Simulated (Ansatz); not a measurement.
# HfN (Pm-3m) in Ansatz: notebook, part 2 of 2

Ansatz 0.2.0. The steps go on from the part before.

**3. Band structure, HSE03**

input reads:

```
crystal:
  lattice:
    - [2.82503, 0.0, 0.0]
    - [0.0, 2.82503, 0.0]
    - [0.0, 0.0, 2.82503]
  atoms:
    - { symbol: Hf, position: [0.5, 0.5, 0.5] }
    - { symbol: "N", position: [0.0, 0.0, 0.0] }
hamiltonian:
  xc: { exchange: pbe, correlation: pbe, exx: { coeff: 0.25, omega: 0.3 } }
  pseudopotentials: { kind: paw }
kpoints:
  mp_grid: { grid: [5, 5, 5] }
  band_path:
    path:
      - [[0.0, 0.0, 0.0], [0.0, 0.5, 0.0], [0.5, 0.5, 0.0], [0.0, 0.0, 0.0], [0.5, 0.5, 0.5], [0.0, 0.5, 0.0]]
      - [[0.5, 0.5, 0.0], [0.5, 0.5, 0.5]]
    npoints: 4
scf:
  occupations: { method: fermi_dirac, width: 0.05 }
  n_extra_bands: 6
output:
  forces: true
  stress: true
  eigenvalues: true
  fatbands: false
  write_density: true
  write_potential: true
  elf: true
  volumetric_format: npy
```

Potentials or basis: Ansatz PAW.

What it wrote:

```text
Warning: output.stress: scf.convergence.dr2_threshold = 1e-7 eV (the SCF's general default) is looser than the 2e-10 eV advised for a printed stress (1e-10 eV for each atom of the cell: 2). What an SCF threshold leaves in a stress goes as its square root, and in the free energy as the threshold itself, and one threshold admits the most on a small cell: of the crystals measured, under no hybrid functional and no lock of the moments, on runs that ended without the residual-converged pass, on stresses that held no estimate of that error, the worst erred by over 100 MPa in a component at 1e-7 eV an atom and by under 5 at 1e-10. Set scf.convergence.dr2_threshold to 2e-10 eV or tighter. The threshold is an SCF's pass mark: one that does not reach it within its budget of iterations ends unconverged, or closes short of it on a stop that the run arms, and scf.convergence.dr2_threshold's page says what that costs each kind of run
Warning: output.stress: scf.exx.energy_threshold = 1e-6 eV is looser than the 2e-8 eV advised for a stress under a hybrid functional (1e-8 eV for each atom of the cell: 2). Every SCF of the exchange loop can meet its threshold on dr2 while the loop round them stops early: no threshold on dr2 bounds what that leaves in the stress. Set scf.exx.energy_threshold to 2e-8 eV or tighter. The threshold is the loop's pass mark: a loop that does not reach it within its budget of cycles ends unconverged, and scf.exx.energy_threshold's page has the law
scf.n_extra_bands = 6 over 16 filled bands (N_el = 31.0): the run solves 22 bands
GPUs: using 1 of 1 available (devices: 1).
Engine: ansatz 0.2.0, x86_64-unknown-linux-gnu
Pseudopotentials: kind: paw
Pseudopotential: Hf, paw, valence charge 26, recommended cutoff 420 eV (normal), Hf.paw.azcp
Pseudopotential: N, paw, valence charge 5, recommended cutoff 420 eV (normal), N.paw.azcp
Functional definition: unnamed
  parameter a_1 = 0.25
  parameter omega_1 = 0.3/angstrom
  exchange = pbe_x + (-a_1)*pbe_x_sr(omega_1) + a_1*exact_x_sr(omega_1)
  correlation = pbe_c
device memory: the entry about to start is reckoned to put 0.4 GiB on a device that reports 59.1 GiB free (of which the cap on the GPU budget leaves the run 18.0 GiB)
GPU FFT provider: cuFFT
GPU libraries: cuBLAS 13.8.2, cuFFT 12.4.0, cuSOLVER 12.3.4
Crystal: 2 atoms, lattice volume = 22.546 Å³
Basis set: ecut = 420 eV, 461 PW (Γ), exchange–correlation on 40×40×40 points (8 copies of the dense FFT grid, shifted against one another)
Bands: 22, of which v1, the nominal top of the filled ones, is band 16 counted from 1 (15 counted from 0)
Symmetry: 48 space group operations
Space group: Pm-3m (ITA 221), of the structure as read, at distance tolerance 2.8e-5 Å
k-points: 10 of 125
Non-local potential: Hf, projectors of the file, l = 0: 3, l = 1: 2, l = 2: 2, l = 3: 3
Non-local potential: N, projectors of the file, l = 0: 2, l = 1: 2, l = 2: 1
PAW form: soft (Blöchl's): semilocal exchange-correlation on the pseudo side does not see the compensation charge
PAW frozen core: Hf, regenerated for the run's functional, and the local potential with it (the file was generated under x = pbe(κ = 0.804, μ = 0.2195149727645171), c = pbe(β = 0.06672455060314922))
PAW frozen core: N, regenerated for the run's functional, and the local potential with it (the file was generated under x = pbe(κ = 0.804, μ = 0.2195149727645171), c = pbe(β = 0.06672455060314922))
PAW one-centre angular grid: Hf, 590 points (default); XC on 64 Gauss nodes
PAW one-centre angular grid: N, 110 points (default); XC on 64 Gauss nodes
Initial density: superposition of atomic densities (neutral atoms: chi_scale 0, normalization atom), corrected by the library's trained network
Initial wavefunctions: pseudopotential atomic-orbital guess
GPU buffer pool allocated for 8000 grid points (all kernels)
GPU transforms: local potential and band sums: pruned to the plane-wave sphere, on 20×20×20
Functional: x = pbe(κ = 0.804, μ = 0.2195149727645171), c = pbe(β = 0.06672455060314922), warm-up for x = pbe(κ = 0.804, μ = 0.2195149727645171) + 0.25 (exact − pbe) at short range (hse, ω = 0.3 Å⁻¹), c = pbe(β = 0.06672455060314922)
SCF iter   1: F=—  HF=-16106.773598 eV  |F-HF|=—  |Δ(HF+E_count)|=         —  Δρ=9.11e-3  dr2=2.77e-2  ethr=1.77e-3  ⟨swp⟩=6.5  Hψ=843  notcnv=0
preconditioner: auto → none  [insulator: Δε(μ)=0.977 eV  Ē_g=20.777 eV  σ=0.050 eV  W_gap=0.92  n_scr=6 (ndim 8)  ℏωp=42.1 eV  f_vac=0.000  D(μ)=0.15/eV (n_scr^D=0)]
SCF iter   2: F=—  HF=-16106.768843 eV  |F-HF|=—  |Δ(HF+E_count)|=   4.75e-3  Δρ=4.08e-3  dr2=5.58e-3  ethr=8.92e-5  ⟨swp⟩=2.9  Hψ=452  notcnv=0
iter 3 solved again at ethr=4.43e-8 eV; its pass at ethr=1.80e-5 eV (dr2=1.37e-5 eV) is discarded
SCF iter   3: F=—  HF=-16106.767519 eV  |F-HF|=—  |Δ(HF+E_count)|=   1.32e-3  Δρ=3.56e-4  dr2=1.48e-5  ethr=4.43e-8  ⟨swp⟩=4.0  Hψ=1083  notcnv=0
[... 41 lines left out ...]
  Residual-converged pass: ⟨swp⟩=2.0  Hψ=334  notcnv=0  max |occ|·‖R‖ = 2.4e-6 eV (tolerance 2.4e-6 eV)  dr2=6.10e-10  dr2_onsite=6.09e-10  max |Δocc| = 1.7e-15
hybrid outer 2: dexx = +4.892e-7 eV, tail = 2.01e-7 eV, Δε = 5.80e-3 eV (about 4.20e-4 eV left of the loop's levels)
GPU FFT provider: cuFFT
GPU libraries: cuBLAS 13.8.2, cuFFT 12.4.0, cuSOLVER 12.3.4
GPU buffer pool allocated for 8000 grid points (all kernels)
GPU transforms: local potential and band sums: pruned to the plane-wave sphere, on 20×20×20
Exchange kernel: α = 0.2500, screened, ω = 0.3000 Å⁻¹, Wigner–Seitz truncation, v(0) = 502.0215 eV·Å³, q-mesh 5×5×5, nearest image of the exchange supercell L = 14.13 Å, pair-density grid 15×15×15, without the augmentation charges, whose exchange is taken in its separable form by FFT convolution over the k-point mesh (sized by the pseudopotential files, 20×20×20 at the most), smooth part of the exact exchange by density-matrix convolution in up to 1.09 GiB of GPU memory as planned if the GPU has room (build and FFT work areas not counted)
Frozen-core exchange: fock
SCF iter   1: F=—  HF=-16106.862113 eV  |F-HF|=—  |Δ(HF+E_count)|=         —  Δρ=5.65e-6  dr2=2.48e-9  ethr=3.24e-9  ⟨swp⟩=3.4  Hψ=454  notcnv=0
preconditioner: auto → none  [insulator: Δε(μ)=1.097 eV  Ē_g=23.833 eV  σ=0.050 eV  W_gap=0.92  n_scr=6 (ndim 8)  ℏωp=42.1 eV  f_vac=0.000  D(μ)=0.15/eV (n_scr^D=0)]
SCF iter   2: F=-16106.862113 eV  HF=-16106.862113 eV  |F-HF|=5.13e-10  |Δ(HF+E_count)|=  6.69e-10  Δρ=6.69e-7  dr2=9.39e-11  ethr=7.93e-12  ⟨swp⟩=3.3  Hψ=480  notcnv=0
SCF 4 converged in 2 iterations: F = -16106.862113 eV  dr2 = 9.39e-11
  Residual-converged pass: ⟨swp⟩=2.4  Hψ=382  notcnv=0  max |occ|·‖R‖ = 2.4e-6 eV (tolerance 2.4e-6 eV)  dr2=9.63e-11  dr2_onsite=5.63e-10  max |Δocc| = 4.7e-16
hybrid outer 3: dexx = +3.727e-10 eV, tail = 1.42e-9 eV, Δε = 1.17e-4 eV (about 3.26e-5 eV left of the loop's levels), ΔF = 3.45e-26 eV/Å (tail inf)
device memory: the entry about to start is reckoned to put 0.4 GiB on a device that reports 55.7 GiB free (of which the cap on the GPU budget leaves the run 18.0 GiB)
NSCF: frozen V_eff on 26 k-points, pencils in batches of 32, up to order 100
hybrid SCF converged: 3 outer / 14 inner (+7 warm-up), last move |dexx| = 3.73e-10 eV, tail = 1.42e-9 eV
Stability not checked: this state was not tested for a lower state beside it, because the functional holds exact exchange (a hybrid, or Hartree-Fock), whose exchange loop this test does not read (fock_operator; see scf.lower_state_search)
Free energy (F): -16106.862113 eV
Frozen-core exchange: fock
Harris-Foulkes:  -16106.862113 eV  (|F-HF|=5.13e-10)
Internal energy: -16106.860671 eV  (E = F + TS)
E sigma→0 (E₀):  -16106.861392 eV
Entropy (-TS):   -0.001441 eV (-0.721 meV/atom)
Fermi energy:    23.797077 eV
--- Per-component energies (eV) ---
  E_band       = 119.917828
  E_kinetic    = 552.658051
  E_local      = -4663.620090  (includes V_loc(G=0)·N_el)
  E_nonlocal   = -1214.882068
  E_hartree    = 2219.411101
  E_xc         = -289.392167
  E_vxc        = -275.015307  (∫ρ·V_xc dr)
  E_exx        = -123.061621  (= α·E_x^exact, valence–valence)
  E_paw        = -6988.709073  (= ΣΔE_a)
  E_vpaw       = 1528.078883  (= ΣTr[D̂ρ^β])
  E_aug_tail   = 0.000087  (compensation charges beyond the density's cutoff)
  E_ewald      = -5600.380333
  E_core_change = 1.115442  (= ΣΔE_core)
  E_smearing   = -0.001441  (= −TS)
  E_closure    = 0.000000  (closes the sum)
  Σ components = -16106.862113   (vs F -16106.862113, Δ=0.00e0)
--- Forces (eV/Å), atoms counted from 1 ---
  atom   1  Hf     0.00000000    -0.00000000     0.00000000
  atom   2  N      0.00000000     0.00000000    -0.00000000
  max |Σ_I F_I| component: 3.46e-26 eV/Å
--- Stress (GPa, compression-positive) ---
       -6.300767      -0.000000       0.000000
        0.000000      -6.300767       0.000000
        0.000000       0.000000      -6.300767
  P = ⅓ Tr σ = -6.3008 GPa (-63.008 kbar)
--- Band table (eV; the first three rows and the last of 10) ---
  k-point 0: bands = ["-42.1689", "-8.9278", "-8.9278", "-8.9278", "5.1224", "8.0063", "8.0063", "8.0063", "8.0464", "8.0548", "8.0548", "8.0548", "20.6190", "20.6190", "21.7002", "21.7002", "21.7002", "27.1735", "30.3221", "30.3221", "30.3221", "42.5498"]
  k-point 1: bands = ["-42.1338", "-9.4843", "-8.8767", "-8.8767", "5.8825", "7.9941", "8.0176", "8.0176", "8.0243", "8.0405", "8.0706", "8.0706", "18.1208", "21.0212", "21.0989", "21.0989", "23.9184", "29.2511", "30.5346", "30.5346", "30.5477", "38.2846"]
  k-point 2: bands = ["-42.0767", "-10.2928", "-8.7929", "-8.7929", "7.1896", "7.9745", "8.0293", "8.0293", "8.0308", "8.1052", "8.1052", "8.1647", "15.0417", "20.1829", "20.1829", "21.7915", "28.5761", "30.9409", "31.1064", "31.1064", "32.1146", "34.8047"]
  k-point 9: bands = ["-41.9004", "-9.8497", "-9.8151", "-9.8151", "7.4305", "8.0158", "8.0185", "8.0185", "8.0618", "8.0618", "8.0689", "8.8763", "16.0680", "16.0680", "17.1345", "28.8001", "29.5560", "29.5560", "31.8842", "31.8842", "33.7015", "37.5815"]
```

Wall time 20 s (1 × NVIDIA H100 80GB HBM3 with 2 threads of AMD EPYC 7R13 (Zen 3), shared host); peak memory 1.6 GiB.

Results:

```yaml
Free_energy: -16106.8621 eV
Pressure: -6.3 GPa
Band_gap_on_the_k_mesh: none (metal or under the smearing width)
```

Levels at the corners of the path, in eV from the Fermi level:
```tsv
point	band 13	band 14	band 15	band 16	band 17	band 18	band 19	band 20
Γ	-3.18	-3.18	-2.10	-2.10	-2.10	3.38	6.53	6.53
X	-9.30	-3.76	-3.76	-1.85	5.80	7.22	7.44	7.44
M	-5.32	-5.32	-1.98	-1.45	2.55	3.04	3.04	9.41
Γ	-3.18	-3.18	-2.10	-2.10	-2.10	3.38	6.53	6.53
R	-8.26	-8.26	-8.26	8.23	8.23	8.23	9.64	9.64
X	-9.30	-3.76	-3.76	-1.85	5.80	7.22	7.44	7.44
M	-5.32	-5.32	-1.98	-1.45	2.55	3.04	3.04	9.41
R	-8.26	-8.26	-8.26	8.23	8.23	8.23	9.64	9.64
```

Caveat: the k mesh is coarse (spacing up to 0.44 Å⁻¹), so the values aren't converged, least of all with exact exchange; the pressure holds a Pulay correction of +0.3 GPa for the finite cutoff; spin-orbit coupling is left out, which moves the levels of the heavy elements; the PAW data sets come from PBE, with cores solved anew for the run's functional, which leaves a small shift of forces and pressure; the thresholds are loose for stress.

**4. Band structure, HSEsol**

Edit input of step 3 so:

```diff
@@ -9,3 +9,6 @@
 hamiltonian:
-  xc: { exchange: pbe, correlation: pbe, exx: { coeff: 0.25, omega: 0.3 } }
+  xc:
+    exchange: hjs_pbesol
+    correlation: pbesol
+    exx: { coeff: 0.25, omega: 0.207 }
   pseudopotentials: { kind: paw }
@@ -26,5 +29 @@
   fatbands: false
-  write_density: true
-  write_potential: true
-  elf: true
-  volumetric_format: npy
```

Potentials or basis: Ansatz PAW.

What it wrote:

```text
Warning: output.stress: scf.convergence.dr2_threshold = 1e-7 eV (the SCF's general default) is looser than the 2e-10 eV advised for a printed stress (1e-10 eV for each atom of the cell: 2). What an SCF threshold leaves in a stress goes as its square root, and in the free energy as the threshold itself, and one threshold admits the most on a small cell: of the crystals measured, under no hybrid functional and no lock of the moments, on runs that ended without the residual-converged pass, on stresses that held no estimate of that error, the worst erred by over 100 MPa in a component at 1e-7 eV an atom and by under 5 at 1e-10. Set scf.convergence.dr2_threshold to 2e-10 eV or tighter. The threshold is an SCF's pass mark: one that does not reach it within its budget of iterations ends unconverged, or closes short of it on a stop that the run arms, and scf.convergence.dr2_threshold's page says what that costs each kind of run
Warning: output.stress: scf.exx.energy_threshold = 1e-6 eV is looser than the 2e-8 eV advised for a stress under a hybrid functional (1e-8 eV for each atom of the cell: 2). Every SCF of the exchange loop can meet its threshold on dr2 while the loop round them stops early: no threshold on dr2 bounds what that leaves in the stress. Set scf.exx.energy_threshold to 2e-8 eV or tighter. The threshold is the loop's pass mark: a loop that does not reach it within its budget of cycles ends unconverged, and scf.exx.energy_threshold's page has the law
scf.n_extra_bands = 6 over 16 filled bands (N_el = 31.0): the run solves 22 bands
GPUs: using 1 of 1 available (devices: 1).
Engine: ansatz 0.2.0, x86_64-unknown-linux-gnu
Pseudopotentials: kind: paw
Pseudopotential: Hf, paw, valence charge 26, recommended cutoff 420 eV (normal), Hf.paw.azcp
Pseudopotential: N, paw, valence charge 5, recommended cutoff 420 eV (normal), N.paw.azcp
Functional definition: unnamed
  parameter a_1 = 0.25
  parameter omega_1 = 0.207/angstrom
  exchange = pbe_x(mu = 0.12345679012345678) + (-a_1)*hjs_pbesol_x_sr(omega_1) + a_1*exact_x_sr(omega_1)
  correlation = pbe_c(beta = 0.046)
device memory: the entry about to start is reckoned to put 0.4 GiB on a device that reports 57.8 GiB free (of which the cap on the GPU budget leaves the run 18.0 GiB)
GPU FFT provider: cuFFT
GPU libraries: cuBLAS 13.8.2, cuFFT 12.4.0, cuSOLVER 12.3.4
Crystal: 2 atoms, lattice volume = 22.546 Å³
Basis set: ecut = 420 eV, 461 PW (Γ), exchange–correlation on 40×40×40 points (8 copies of the dense FFT grid, shifted against one another)
Bands: 22, of which v1, the nominal top of the filled ones, is band 16 counted from 1 (15 counted from 0)
Symmetry: 48 space group operations
Space group: Pm-3m (ITA 221), of the structure as read, at distance tolerance 2.8e-5 Å
k-points: 10 of 125
Non-local potential: Hf, projectors of the file, l = 0: 3, l = 1: 2, l = 2: 2, l = 3: 3
Non-local potential: N, projectors of the file, l = 0: 2, l = 1: 2, l = 2: 1
PAW form: soft (Blöchl's): semilocal exchange-correlation on the pseudo side does not see the compensation charge
[... 69 lines left out ...]
device memory: the entry about to start is reckoned to put 0.4 GiB on a device that reports 53.2 GiB free (of which the cap on the GPU budget leaves the run 18.0 GiB)
NSCF: frozen V_eff on 26 k-points, pencils in batches of 32, up to order 100
hybrid SCF converged: 3 outer / 13 inner (+8 warm-up), last move |dexx| = 6.46e-10 eV, tail = 3.80e-9 eV
Stability not checked: this state was not tested for a lower state beside it, because the functional holds exact exchange (a hybrid, or Hartree-Fock), whose exchange loop this test does not read (fock_operator; see scf.lower_state_search)
Free energy (F): -16011.941122 eV
Frozen-core exchange: fock
Harris-Foulkes:  -16011.941122 eV  (|F-HF|=5.57e-10)
Internal energy: -16011.939664 eV  (E = F + TS)
E sigma→0 (E₀):  -16011.940393 eV
Entropy (-TS):   -0.001458 eV (-0.729 meV/atom)
Fermi energy:    23.703152 eV
--- Per-component energies (eV) ---
  E_band       = 111.576178
  E_kinetic    = 551.992760
  E_local      = -4670.170475  (includes V_loc(G=0)·N_el)
  E_nonlocal   = -1207.838264
  E_hartree    = 2218.502563
  E_xc         = -283.824430
  E_vxc        = -271.359185  (∫ρ·V_xc dr)
  E_exx        = -128.506548  (= α·E_x^exact, valence–valence)
  E_paw        = -6893.776974  (= ΣΔE_a)
  E_vpaw       = 1528.959714  (= ΣTr[D̂ρ^β])
  E_aug_tail   = 0.000084  (compensation charges beyond the density's cutoff)
  E_ewald      = -5600.380333
  E_core_change = 2.061954  (= ΣΔE_core)
  E_smearing   = -0.001458  (= −TS)
  E_closure    = -0.000001  (closes the sum)
  Σ components = -16011.941122   (vs F -16011.941122, Δ=0.00e0)
--- Forces (eV/Å), atoms counted from 1 ---
  atom   1  Hf     0.00000000    -0.00000000     0.00000000
  atom   2  N      0.00000000    -0.00000000    -0.00000000
  max |Σ_I F_I| component: 1.42e-25 eV/Å
--- Stress (GPa, compression-positive) ---
      -12.484710       0.000000       0.000000
        0.000000     -12.484710       0.000000
        0.000000       0.000000     -12.484710
  P = ⅓ Tr σ = -12.4847 GPa (-124.847 kbar)
--- Band table (eV; the first three rows and the last of 10) ---
  k-point 0: bands = ["-42.4398", "-9.1880", "-9.1880", "-9.1880", "4.8560", "7.7250", "7.7250", "7.7250", "7.7653", "7.7747", "7.7747", "7.7747", "20.3873", "20.3873", "21.4941", "21.4941", "21.4941", "27.1592", "30.3095", "30.3095", "30.3095", "42.5677"]
  k-point 1: bands = ["-42.4044", "-9.7525", "-9.1360", "-9.1360", "5.6286", "7.7125", "7.7364", "7.7364", "7.7434", "7.7592", "7.7907", "7.7907", "17.8396", "20.7831", "20.8707", "20.8707", "23.8250", "29.2499", "30.5343", "30.5343", "30.5413", "38.2577"]
  k-point 2: bands = ["-42.3469", "-10.5683", "-9.0505", "-9.0505", "6.9531", "7.6927", "7.7485", "7.7485", "7.7494", "7.8256", "7.8256", "7.8969", "14.7158", "19.9225", "19.9225", "21.5532", "28.5932", "30.9452", "31.1271", "31.1271", "32.1141", "34.7508"]
  k-point 9: bands = ["-42.1696", "-10.1191", "-10.0837", "-10.0837", "7.1692", "7.7352", "7.7379", "7.7379", "7.7812", "7.7812", "7.7884", "8.6367", "15.7583", "15.7583", "16.8547", "28.7818", "29.5598", "29.5598", "31.9258", "31.9258", "33.7037", "37.6061"]
```

bands.tsv:

```text
# k_distance	band_0	band_1	band_2	band_3	band_4	band_5	band_6	band_7	band_8	band_9	band_10	band_11	band_12	band_13	band_14	band_15	band_16	band_17	band_18	band_19	band_20	band_21
# fermi_ev = 23.703154
# lock_threshold_ev = 1e-6
[... 37 lines left out ...]
7.851650	-65.892833	-33.985855	-33.985855	-33.268295	-16.597017	-15.994009	-15.994009	-15.931095	-15.931095	-15.920496	-15.902070	-15.501899	-7.174288	-7.174288	-5.641495	1.678100	5.226011	5.226011	6.329435	9.719950	12.718217	12.718217
8.129664	-65.858946	-33.899059	-33.899059	-33.693103	-16.517835	-15.973309	-15.973309	-15.954487	-15.917430	-15.917430	-15.906426	-14.861113	-8.127170	-8.127170	-7.653140	5.586400	6.992891	6.992891	7.837789	9.841238	11.072709	11.072709
8.407678	-65.844671	-33.862665	-33.862665	-33.862665	-16.497920	-15.967000	-15.967000	-15.967000	-15.908228	-15.908228	-15.908228	-14.491141	-8.487586	-8.487586	-8.487586	8.362255	8.362255	8.362255	9.715717	9.715717	9.715717	9.892076
```

Wall time 25 s (1 × NVIDIA H100 80GB HBM3 with 2 threads of AMD EPYC 7R13 (Zen 3), shared host); peak memory 1.6 GiB.

Results:

```yaml
Free_energy: -16011.9411 eV
Pressure: -12.5 GPa
Band_gap_on_the_k_mesh: none (metal or under the smearing width)
```

Levels at the corners of the path, in eV from the Fermi level:
```csv
point,band 14,band 15,band 16,band 17,band 18,band 19
Γ,-3.32,-2.21,-2.21,-2.21,3.46,6.61
X,-3.94,-3.94,-2.00,5.93,7.32,7.56
M,-5.49,-2.08,-1.56,2.62,3.09,3.09
Γ,-3.32,-2.21,-2.21,-2.21,3.46,6.61
R,-8.49,-8.49,8.36,8.36,8.36,9.72
X,-3.94,-3.94,-2.00,5.93,7.32,7.56
M,-5.49,-2.08,-1.56,2.62,3.09,3.09
R,-8.49,-8.49,8.36,8.36,8.36,9.72
```

Caveat: the k mesh is coarse (spacing up to 0.44 Å⁻¹), so the values aren't converged, least of all with exact exchange; the pressure holds a Pulay correction of +0.4 GPa for the finite cutoff; spin-orbit coupling is left out, which moves the levels of the heavy elements; the PAW data sets come from PBE, with cores solved anew for the run's functional, which leaves a small shift of forces and pressure; the thresholds are loose for stress.

**5. Summary**

```csv
level,gap on the mesh (eV),pressure (GPa)
HSE06,none,-6.8
HSE03,none,-6.3
HSEsol,none,-12.5
```

Alike in all rows: task band structure; potentials or basis Ansatz PAW; no spin polarisation; cell as given; k mesh 5 × 5 × 5; cutoff (eV) 420; smearing fermi-dirac 0.05 eV; the mesh is coarse, so values aren't converged.

Caveats: all runs use coarse meshes; spin-orbit coupling is left out, which moves the levels of the heavy elements; the PAW data sets come from PBE, with cores solved anew for the run's functional, which leaves a small shift of forces and pressure; the thresholds are loose for stress.

Total energies depend on the potentials used, so only differences within one code and one set of settings carry meaning.
